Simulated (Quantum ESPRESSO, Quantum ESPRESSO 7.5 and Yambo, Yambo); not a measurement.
## BAs (F-43m): G0W0 on several meshes in Yambo

Aim: the GW shift of BAs (F-43m) against the k mesh.

Calculated with Quantum ESPRESSO 7.5 and Yambo 5.3.0; PBE and many-body steps on it, plane waves.

## Step 1: The starting structure

It takes space group F-43m (No. 216, cubic). The conventional cell has a = 4.777 Å, b = 4.777 Å, c = 4.777 Å, α = 90.00°, β = 90.00°, γ = 90.00°. Nearest to B lie 4 As at 2.07 Å. Nearest to As lie 4 B at 2.07 Å. Farther neighbours are not listed.

The cell and positions come from the Crystallography Open Database and are kept as given unless a step says otherwise.

## Step 2: Empty states on the mesh, 6×6×6 mesh, 184 bands

This step: Quantum ESPRESSO 7.5; DFT, PBE, plane waves, norm-conserving pseudopotentials.

The sums over transitions need many empty states on a uniform mesh; this step solves for them.

pw.in

```
&control
  calculation = 'nscf'
  prefix = 'x'
  outdir = 'o'
  pseudo_dir = 'pseudo'
/
&system
  ibrav = 0
  nat = 2
  ntyp = 2
  ecutwfc = 76.0
  nbnd = 184
  force_symmorphic = .true.
/
&electrons
  conv_thr = 1e-9
  electron_maxstep = 80
  diago_full_acc = .true.
  diago_thr_init = 5e-6
/
ATOMIC_SPECIES
  B 10.81 B.upf
  As 74.922 As.upf
CELL_PARAMETERS angstrom
  -0.0000000000 2.3885000000 2.3885000000
  2.3885000000 -0.0000000000 2.3885000000
  2.3885000000 2.3885000000 -0.0000000000
ATOMIC_POSITIONS crystal
  B 0.0000000000 0.0000000000 0.0000000000
  As 0.2500000000 0.2500000000 0.2500000000
K_POINTS automatic
  6 6 6 0 0 0
```

Command:

```console
$ OMP_NUM_THREADS=1 mpirun -n 4 pw.x -nk 4 -in pw.in > pw.out
```

What it wrote:

```text
Program PWSCF v.7.5 starts

     This program is part of the open-source Quantum ESPRESSO suite
     for quantum simulation of materials; please cite
         "P. Giannozzi et al., J. Phys.:Condens. Matter 21 395502 (2009);
         "P. Giannozzi et al., J. Phys.:Condens. Matter 29 465901 (2017);
         "P. Giannozzi et al., J. Chem. Phys. 152 154105 (2020);
     in publications or presentations arising from this work. More details at

     Atomic positions and unit cell read from directory:
     o/x.save/

     Message from routine setup:
[...]
k = 0.2357 0.2357-0.2357 (  2030 PWs)   bands (ev):

[...]
[... 11 further rows ...]
   189.5383 190.5019 191.4947 191.4947 193.1225 194.5608 194.5608 195.9728
   195.9728 196.3250 196.5064 196.5064 198.2045 198.5325 198.5325 198.6556

          k =-0.3536-0.3536 0.3536 (  2060 PWs)   bands (ev):

     [... further k-points ...]

     highest occupied, lowest unoccupied level (ev):    11.3431   12.6372

     XML data file, pseudopotentials, collected wavefunctions

=------------------------------------------------------------------------------=
   JOB DONE.
=------------------------------------------------------------------------------=
```

Run time: 15 s. Hardware: 4 MPI ranks of Arm Neoverse V1, shared host; peak memory 0.32 GiB; 58 s of CPU time.

This step gave:

```
gap                                                           : 1.294 eV
k of the valence top                                          : 0, 0, 0
k of the conduction bottom                                    : 0, 0.3333, 0.3333
least direct gap                                              : 3.292 eV
k points computed                                             : 16
lowest point of the top converged band, above the valence top : 183.1518 eV
```

On this mesh the gap is 1.294 eV.

The density comes from a self-consistent run that is not shown.

## Step 3: Conversion and set-up

This step: Yambo 5.3.0; conversion and set-up on PBE, plane waves, norm-conserving pseudopotentials.

The states are converted to the many-body program's format and the q mesh is built.

Command:

```console
$ (cd o/x.save; p2y > p2y.log; mv SAVE ../..); yambo > setup.log
```

What it wrote:

```text
 Yambo, version 5.3.0

 [02] CORE Variables Setup
 =========================

  [02.01] Unit cells
  ==================

  Cell kind             :  FCC
  Atoms in the cell     :  B  As
  number of B  atoms    :  1
  number of As atoms    :  1

  List of atomic masses
  Mass of B     :  10.81000
  Mass of As    :  74.92200

  List of atomic coordinates    : [cc]
  B1       :  0.000000  0.000000  0.000000  order 1
  As1       :  2.256805  2.256805  2.256805  order 2

  Alat factors          :  4.513611  4.513611  4.513611 [a.u.]
  Direct lattice volume :  183.9087 [a.u.]
[...]
Q [ 1]         [rlu]:  0.000000  0.000000  0.000000
 Q [ 2]         [rlu]: -0.44040E-17 -0.44040E-17  0.16667
 Q [ 3]         [rlu]: -0.88081E-17 -0.88081E-17  0.33333
[...]
Q [ 8]         [rlu]: -0.63303E-17  0.16667     -0.33333
 Q [ 9]         [rlu]:  0.28747E-16  0.16667     -0.16667
 Q [10]         [rlu]: -0.18005E-16  0.33333      0.33333
     [... 4 further rows ...]
 Q [15]         [rlu]:  0.166667  0.333333 -0.333333
 Q [16]         [rlu]:  0.166667 -0.500000 -0.333333

  [03.01] X indexes
  =================

   [03.01.01] Sigma indexes
   ========================

 [06] Game Over & Game summary
```

Wall time 2.3 s (1 MPI rank); peak memory 0.24 GiB.

## Step 4: 6×6×6

Now the one-shot GW correction: screening in the RPA, then the self-energy of the levels asked for.

This step: G0W0 on PBE, plane waves, norm-conserving pseudopotentials.

gw2.in

```
HF_and_locXC
gw0
dyson
ppa
em1d
rim_cut
RandQpts= 1000000
RandGvec= 1 RL
EXXRLvcs= 76 Ry
VXCRLvcs= 304 Ry
Chimod= "HARTREE"
% BndsRnXp
 1 | 80 |
%
NGsBlkXp= 10.5 Ry
% LongDrXp
 1 | 1 | 1 |
%
% GbndRnge
 1 | 80 |
%
DysSolver= "n"
ExtendOut
PPAPntXp= 27.21138 eV
% QPkrange
 1 | 1 | 8 | 11 |
 10 | 10 | 8 | 11 |
%
```

Command:

```console
$ OMP_NUM_THREADS=1 mpirun -n 4 yambo -F gw2.in -J gw2 -C gw2 > gw2.log
```

What it wrote:

```text
 Yambo, version 5.3.0

 [02] CORE Variables Setup
 =========================

  [... cell, symmetries and grids as in the set-up ...]

  [02.05] Energies & Occupations
  ==============================

  [X] === General ===
  [X] Electronic Temperature                        :  0.000000  0.000000 [eV K]
  [X] Bosonic    Temperature                        :  0.000000  0.000000 [eV K]
  [X] Finite Temperature mode                       : no
  [X] El. density                                   :  0.66049E+24 [cm-3]
  [X] Fermi Level                                   :  11.34311 [eV]

  [X] === Gaps and Widths ===
  [X] Conduction Band Min                           :  1.294135 [eV]
  [X] Valence Band Max                              :  0.000000 [eV]
  [X] Filled Bands                                  :   9
  [X] Empty Bands                                   :   10  184
  [X] Direct Gap                                    :  3.292229 [eV]
  [X] Direct Gap localized at k                     :  1
  [X] Indirect Gap                                  :  1.294135 [eV]
  [X] Indirect Gap between kpts                     :   1  10
  [X] Last valence band width                       :  4.947480 [eV]
  [X] 1st conduction band width                     :  3.060953 [eV]

 [03] Transferred momenta grid and indexing
 ==========================================

 IBZ Q-points                                      :  16
 BZ  Q-points                                      :  216

 K/Q-points units:
 rlu = crystal or reduced units; cc = cartesian coordinates; iku = interal k-units

 Q [ 1]         [rlu]:  0.000000  0.000000  0.000000
 Q [ 2]         [rlu]: -0.44040E-17 -0.44040E-17  0.16667
 Q [ 3]         [rlu]: -0.88081E-17 -0.88081E-17  0.33333
 Q [ 4]         [rlu]: -0.63303E-17 -0.63303E-17 -0.50000
 Q [ 5]         [rlu]: -0.90023E-17  0.16667      0.16667
 Q [ 6]         [rlu]: -0.14373E-16  0.16667      0.33333
 Q [ 7]         [rlu]:  0.33135E-17  0.16667      0.50000
 Q [ 8]         [rlu]: -0.63303E-17  0.16667     -0.33333
 Q [ 9]         [rlu]:  0.28747E-16  0.16667     -0.16667
 Q [10]         [rlu]: -0.18005E-16  0.33333      0.33333
     [... 4 further rows ...]
 Q [15]         [rlu]:  0.166667  0.333333 -0.333333
 Q [16]         [rlu]:  0.166667 -0.500000 -0.333333

 [04] Coloumb potential Random Integration (RIM)
 ===============================================

  [04.01] RIM initialization
  ==========================

  * Diagonal components only detected *

  8 x (sBL volume)        :  0.049954 [a.u.]
  sBZ random points       :  1000000
  Points outside the sBZ  :   7968281
  RL volume               :  1.348768 [a.u.]
  Integrated volume       :  1.354137 [a.u.]

  [04.02] RIM integrals
  =====================

  Gamma point sphere radius             :  0.066805 [a.u.]
  Points outside the sphere             :   800476
  [Int_sBZ(q=0) 1/q^2]*(Vol_sBZ)^(-1/3) =:  7.776341
                                 should be <:  7.795600

  Summary of Coulomb integrals for non-metallic bands |Q|[au] RIM/Bare

  Q [1] 0.100000E-4 0.997530 * Q [2] 0.200926 1.068930
  Q [5] 0.232009 1.068679 * Q [9] 0.328110 1.029814
  Q [6] 0.384743 1.023420 * Q [3] 0.401851 1.020719
  Q [10] 0.464018 1.017590 * Q [8] 0.505652 1.014476
  Q [14] 0.518788 1.014367 * Q [7] 0.568303 1.012582
  Q [11] 0.602777 1.011829 * Q [4] 0.602777 1.011206
  Q [12] 0.656220 1.010226 * Q [15] 0.686291 1.009617
  Q [13] 0.696026 1.009452 * Q [16] 0.733676 1.008801

 [WARNING] [Xp] User bands 1-80 break level degeneracy

 [05] Dipoles
 ============

  [05.01] Setup: observables and procedures
  =========================================

 [06] Dynamic Dielectric Matrix (PPA)
 ====================================

 [WR./gw2//ndb.pp]---------------------------------------------------------------
  Brillouin Zone Q/K grids (IBZ/BZ)                :   16  216   16  216
  RL vectors                                       :  2733 [WF]
  Coulomb cutoff potential                         : none
  Electronic Temperature                           :  0.000000 [K]
  Bosonic    Temperature                           :  0.000000 [K]
  PPA    diel. fun.  energies                      : Perdew, Burke & Ernzerhof(X)+Perdew, Burke & Ernzerhof(C)
  wavefunctions                                    : Perdew, Burke & Ernzerhof(X)+Perdew, Burke & Ernzerhof(C)
  Global Gauge                                     : length
  X matrix size                                    :  137
  X band range                                     :    1   80
  X e/h energy range                               : -1.000000 -1.000000 [eV]
  X Time ordering                                  : R
  X Hxc Kernel                                     : HARTREE
  X Drude frequency                                :  0.000000  0.000000
  X poles                                          :  100.0000 [o/o]
  RL vectors in the sum                            :  2733
  [r,Vnl] included                                 : yes
  Field direction                                  :  0.577350E-5  0.577350E-5  0.577350E-5
  BZ energy Double Grid                            : no
  BZ energy DbGd points                            : 0
  BZ Q point size factor                           : -1.000000
  X Optical Averaged directions                    : none

 [07] Local Exchange-Correlation + Non-Local Fock
 ================================================

 [VXC] Plane waves :  16457
 [EXS] Plane waves :  2109

 QP @ state[ 1 ] K range:  1  1
 QP @ state[ 1 ] b range:   8  11
 QP @ state[ 2 ] K range:  10  10
 QP @ state[ 2 ] b range:   8  11

 [xc] Functional : Perdew, Burke & Ernzerhof(X)+Perdew, Burke & Ernzerhof(C)
 [xc] LIBXC used to calculate xc functional
  PP Number of Atomic Species                      :  2
  NLCC RL compoments                               :  16457
  PP Number of Atomic Species                      :  2
  NLCC RL compoments                               :  16457

 [xc] E_xc :  -12.07688 [Ha]
      E_xc :  -24.15377 [Ry]

  Local XC kind (lXC) : Perdew, Burke & Ernzerhof(X)+Perdew, Burke & Ernzerhof(C)
  Non-Local XC kind (nlXC) : Hartree-Fock

  Corrections @ K [1] :  [eV]
 <8|nlXC|8> = -15.45163 -0.32860E-17 <8|lXC|8> = -13.70138 -0.22502E-20
 <9|nlXC|9> = -15.45160 -0.10568E-17 <9|lXC|9> = -13.70138  0.23559E-16
 <10|nlXC|10> = -8.482466  0.18391E-18 <10|lXC|10> = -12.55019  0.41306E-16
 <11|nlXC|11> = -8.482398  0.46250E-17 <11|lXC|11> = -12.55019 -0.14163E-15

  Corrections @ K [10] :  [eV]
 <8|nlXC|8> = -16.11124  0.11779E-16 <8|lXC|8> = -12.77969  0.47220E-16
 <9|nlXC|9> = -16.11167  0.14943E-16 <9|lXC|9> = -12.77969  0.47203E-16
 <10|nlXC|10> = -7.350570 -0.25478E-17 <10|lXC|10> = -11.35333 -0.94448E-16
 <11|nlXC|11> = -6.180059  0.14504E-17 <11|lXC|11> = -10.88801  0.94436E-16

 [08] Dyson equation: Newton solver
 ==================================

  [08.01] G0W0 (W PPA)
  ====================

  [  GW  ] Bands range     :    1   80
  [GW/PPA] G damping       :  0.100000 [eV]

  QP @ state[ 1 ] K range:  1  1
  QP @ state[ 1 ] b range:   8  11
  QP @ state[ 2 ] K range:  10  10
  QP @ state[ 2 ] b range:   8  11

   Sc/G bands                                       :    1   80
   Sc/G damping                                     :  0.100000 ev
   Sc bands terminator                              : no
   Sx RL components                                 :  2109

   QP @ state[ 1 ] K range                          :  1  1
   QP @ state[ 1 ] b range                          :   8  11
   QP @ state[ 2 ] K range                          :  10  10
   QP @ state[ 2 ] b range                          :   8  11
   GF energies kind                                 : Perdew, Burke & Ernzerhof(X)+Perdew, Burke & Ernzerhof(C)
   GF WF`s kind                                     : Perdew, Burke & Ernzerhof(X)+Perdew, Burke & Ernzerhof(C)
   Xs energies kind                                 : Perdew, Burke & Ernzerhof(X)+Perdew, Burke & Ernzerhof(C)
   Xs WF`s kind                                     : Perdew, Burke & Ernzerhof(X)+Perdew, Burke & Ernzerhof(C)

 [11] Game Over & Game summary
```

Run time: 95 s. Hardware: 4 MPI ranks; peak memory 1.4 GiB.

This step gave:

```yaml
g0w0_gap_on_the_points_computed: 2.155 eV
starting_gap_on_the_mesh: 1.294 eV
k_of_the_valence_top: 0, 0, 0
k_of_the_conduction_bottom: 0, 0.3333, 0.3333
least_direct_g0w0_gap_on_the_computed_points: 4.091 eV
z_at_the_valence_top: 0.8056
z_at_the_conduction_bottom: 0.8146
```

The gap on the mesh goes from 1.29 eV to 2.15 eV, a correction of +0.86 eV.

## Step 5: Empty states on the mesh, 4×4×4 mesh, 80 bands

This step: Quantum ESPRESSO 7.5; DFT, PBE, plane waves, norm-conserving pseudopotentials.

pw.in, as its differences from that of step 2:

```diff
@@ -11,3 +11,3 @@
   ecutwfc = 76.0
-  nbnd = 184
+  nbnd = 80
   force_symmorphic = .true.
@@ -31,2 +31,2 @@
 K_POINTS automatic
-  6 6 6 0 0 0
+  4 4 4 0 0 0
```

Command:

```console
$ OMP_NUM_THREADS=1 mpirun -n 4 pw.x -nk 4 -in pw.in > pw.out
```

What it wrote:

```text
[banner, memory and clock lines left out]
Program PWSCF v.7.5 starts

     Atomic positions and unit cell read from directory:
     o/x.save/

     Message from routine setup:
     using ibrav=0 with symmetry is DISCOURAGED, use correct ibrav instead

     G-vector sticks info

     bravais-lattice index     =            0
     lattice parameter (alat)  =       6.3832  a.u.
     unit-cell volume          =     183.9087 (a.u.)^3
     number of atoms/cell      =            2
     number of atomic types    =            2
     number of electrons       =        18.00
[...]
25.8254  25.8254  25.8254  30.3182  41.1430  41.1430  41.1430  48.1989
[...]
k = 0.1768 0.1768-0.1768 (  2060 PWs)   bands (ev):

[...]
k =-0.3536-0.3536 0.3536 (  2060 PWs)   bands (ev):

[...]
93.5411  93.5411  94.4346  94.9983  95.3949  98.1241  98.1241  98.2122
    98.6576  98.6576 101.1898 105.3101 105.3101 106.8559 106.8559 106.8830

          k = 0.3536 0.0000 0.0000 (  2045 PWs)   bands (ev):

     [... further k-points ...]

     highest occupied, lowest unoccupied level (ev):    11.3431   12.7976

     XML data file, pseudopotentials, collected wavefunctions
```

Wall time 3 s (4 MPI ranks); peak memory 0.22 GiB.

Numbers from this step:

```yaml
gap: 1.454 eV
k_of_the_valence_top: 0, 0, 0
k_of_the_conduction_bottom: 0, -0.5, -0.5
least_direct_gap: 3.292 eV
k_points_computed: 8
lowest_point_of_the_top_converged_band_above_the_valence_top: 95.5399 eV
```

On this mesh the gap is 1.454 eV.

## Step 6: Conversion and set-up

This step: Yambo 5.3.0; conversion and set-up on PBE, plane waves, norm-conserving pseudopotentials.

Command:

```console
$ (cd o/x.save; p2y > p2y.log; mv SAVE ../..); yambo > setup.log
```

What it wrote:

```text
 Yambo, version 5.3.0

 [02] CORE Variables Setup
 =========================

  [02.01] Unit cells
  ==================

  Cell kind             :  FCC
  Atoms in the cell     :  B  As
  number of B  atoms    :  1
  number of As atoms    :  1

  List of atomic masses
  Mass of B     :  10.81000
  Mass of As    :  74.92200

  List of atomic coordinates    : [cc]
  B1       :  0.000000  0.000000  0.000000  order 1
  As1       :  2.256805  2.256805  2.256805  order 2

  Alat factors          :  4.513611  4.513611  4.513611 [a.u.]
  Direct lattice volume :  183.9087 [a.u.]
[...]
==========================================

 IBZ Q-points                                      :   8
 BZ  Q-points                                      :   64

 K/Q-points units:
 rlu = crystal or reduced units; cc = cartesian coordinates; iku = interal k-units

 Q [1]          [rlu]:  0.000000  0.000000  0.000000
 Q [2]          [rlu]:  0.31652E-17  0.31652E-17  0.25000
 Q [3]          [rlu]: -0.63303E-17 -0.63303E-17 -0.50000
[...]
Q [7]          [rlu]:  0.36976E-16 -0.50000     -0.50000
 Q [8]          [rlu]:  0.250000 -0.500000 -0.250000

  [03.01] X indexes
  =================

   [03.01.01] Sigma indexes
   ========================

 [06] Game Over & Game summary
```

Elapsed: 2.1 s, on 1 MPI rank; peak memory 0.24 GiB.

[end of part 1 of 2]

[Paths, hosts, dates, memory and timing lines, banners, echoed tables and standing remarks are left out of the program output.]

[Logs are printed without paths, hosts, clocks, repeated set-up lines and the standing remarks that a program may print on its own settings, such as how far it seeks lower states.]

[Runs of the session that timed out or met a known fault of the program may be left out.]

[Hosts, paths, dates, database ids (printed as entryN), source tags and the programs' standing remarks are cut or masked in the printed files.]
